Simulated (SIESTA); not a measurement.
The system is HgTe (Coloradoite).

```xyz
2
Lattice="0.0000 3.2145 3.2145 3.2145 0.0000 3.2145 3.2145 3.2145 0.0000" Properties=species:S:1:pos:R:3 pbc="T T T"
Hg    0.0000    0.0000    0.0000
Te    4.8217    4.8217    4.8217
```

```yaml
Program: SIESTA 5.4.2
Task: relaxation of cell and atoms
Functional: PBE
Potentials_or_basis: PseudoDojo 0.4 standard (PBE files)
Basis: TZP (energy shift 0.002 Ry)
Grid_cutoff: 1200 Ry
Energy_shift: 0.002 Ry
k_mesh: 5 × 5 × 5
Occupations: fermi-dirac, width 0.05 eV
Spin: no spin polarisation
```

At the start: pressure 5.3 GPa; volume 33.22 Å³/atom.

How do energy, volume and symmetry change on relaxing?

Over 4 steps the energy falls by 54.3 meV/atom and the volume is 36.90 Å³/atom (+11.1 %); space group F-43m (No. 216, to 0.05 Å).

Step by step:
```tsv
step	energy change (eV)	largest force (eV/Å)	pressure (GPa)	volume (Å³)
1	0.0000	0.0000	5.29	66.43
2	-0.0115	0.0000	4.97	66.79
3	-0.1082	0.0001	0.33	73.19
4	-0.1085	0.0001	-0.04	73.80
```

Final structure:
```
CELL_PARAMETERS angstrom
0.00005 3.32927 3.32927
3.32927 0.00005 3.32927
3.32927 3.32927 0.00005
ATOMIC_POSITIONS crystal
Hg 0.00000 0.00000 0.00000
Te 0.75000 0.75000 0.75000
```

Caveat: semicore shells carry a single zeta, which can move pressures by several GPa and volumes by a few percent; the volume moved by +11 % from the deposited cell, more than functionals usually miss; the basis of atomic orbitals isn't converged, which shifts pressures, moduli and gaps.
